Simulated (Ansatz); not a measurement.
**A vibration from a frozen displacement in SnSe**

Method: DFT LDA, scalar-relativistic, plane waves, PAW in Ansatz. The runs took a 420 eV cutoff, a Γ-centred 8×8×8 mesh and Gaussian smearing (0.05 eV). No spin polarisation. Energies are free energies at this smearing, counted from the undisturbed cell; pressure is positive in compression.

The undisturbed cell (as given, not relaxed at this level; it stands at -3.4 GPa; this rock-salt form isn't the usual structure):

```
CELL_PARAMETERS angstrom
0.00000 3.01000 3.01000
3.01000 0.00000 3.01000
3.01000 3.01000 0.00000
ATOMIC_POSITIONS crystal
Sn 0.00000 0.00000 0.00000
Se 0.50000 0.50000 0.50000
```

Every Sn atom is moved by x along the Cartesian unit vector (0.000, -0.707, -0.707); the cell and all other atoms stay fixed. The cell's volume is 54.54 Å³; the moved atoms weigh 118.710 u together and the others 78.971 u. Some rows repeat others by symmetry and weren't run.

```
  x (Å)  ΔE (meV/cell) total force on the moved atoms along the move (eV/Å) pressure (GPa)
-0.1000          -1.11                                               -0.0154         -3.2126
-0.0875          -0.91                                               -0.0163         -3.2469
-0.0750          -0.71                                               -0.0160         -3.2767
-0.0625          -0.52                                               -0.0148         -3.3020
-0.0500          -0.34                                               -0.0129         -3.3228
-0.0375          -0.20                                               -0.0102         -3.3390
-0.0250          -0.09                                               -0.0071         -3.3506
-0.0125          -0.02                                               -0.0037         -3.3575
 0.0000           0.00                                                0.0000         -3.3599
 0.0125          -0.02                                                0.0037         -3.3575
 0.0250          -0.09                                                0.0071         -3.3506
 0.0375          -0.20                                                0.0102         -3.3390
 0.0500          -0.34                                                0.0129         -3.3228
 0.0625          -0.52                                                0.0148         -3.3020
 0.0750          -0.71                                                0.0160         -3.2767
 0.0875          -0.91                                                0.0163         -3.2469
 0.1000          -1.11                                                0.0154         -3.2126
```

What frequency belongs to this motion?

The force constant is k = −dF/dx = -0.294 eV/Å², from the parabola through x = -0.0125, 0 and 0.0125. In every cell the moved atoms swing against the rest, so the mass is μ = m₁m₂/(m₁ + m₂) = 47.423 u, and ν̃ = 521.5 cm⁻¹ × √(|k|/μ) = 41i cm⁻¹, at this cell's pressure of -3.4 GPa. To first order in x, and within 1 %, the force on every atom lies along the move and, within each of the two groups, in proportion to the atom's mass, so this is itself a mode at the zone centre of this cell, taken without macroscopic field (the transverse frequency in a polar insulator).

Where does the displacement stop?

Not within the scan: the energy still falls at its end, so along this line the minimum lies further out.